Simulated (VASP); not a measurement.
Set up this calculation in VASP 6.6.1, as the native input.

| Quantity | Value |
| --- | --- |
| Task | single point |
| Functional | PBE |
| Potentials or basis | VASP PAW PBE potentials, release 64 (Si_GW) |
| Cutoff | 500 eV |
| k mesh | 7 × 7 × 7 |
| Occupations | gaussian, width 0.02 eV |
| Spin | no spin polarisation |
| Further INCAR settings | ALGO = Fast; EDIFF = 1e-07 |

The structure of Si lies in POSCAR:

```
Si
1.0
   -2.3713723045      2.3713723045      1.3292653899
    2.3713723045     -2.3713723045      1.3292653899
    2.3713723045      2.3713723045     -1.3292653899
Si
2
Direct
    0.5000000000      0.5000000000      0.0000000000
    0.2500000000      0.7500000000      0.5000000000
```

This isn't the form of Si at room conditions, which is diamond.

These files were run (other wordings do the same):

INCAR

```
SYSTEM = Si
PREC     = Accurate       ! precision mode
ENCUT    = 500            ! plane-wave cutoff, eV
EDIFF    = 1E-7           ! SCF threshold, eV
ISMEAR   = 0              ! smearing method
SIGMA    = 0.02           ! smearing width, eV
LREAL    = .FALSE.        ! projectors in reciprocal space
LASPH    = .TRUE.         ! aspherical terms in the spheres
NELM     = 60             ! most SCF steps
ALGO     = Fast           ! electronic algorithm
ISIF     = 2              ! what is computed and relaxed
LWAVE    = .FALSE.        ! write WAVECAR
LCHARG   = .FALSE.        ! write CHGCAR
GGA      = PE             ! functional
```

KPOINTS

```
regular mesh
0
G
  7 7 7
  0 0 0
```

Potentials or basis: VASP PAW PBE potentials, release 64 (Si_GW).

Command:

```console
$ cat potpaw_PBE.64/Si_GW/POTCAR > POTCAR
$ mpirun -np 1 vasp_std > vasp.out
```

Results of the run:

```yaml
Pressure: 3.3 GPa
Band_gap_on_the_k_mesh: none (metal or under the smearing width)
```

Caveat: the k mesh is coarse (spacing up to 0.39 Å⁻¹), so the values aren't converged.

It took 24 s on 1 thread of Intel(R) Xeon(R) Platinum 8175M CPU @ 2.50GHz (Skylake/Cascade Lake) (shared host), peak memory 0.15 GiB.
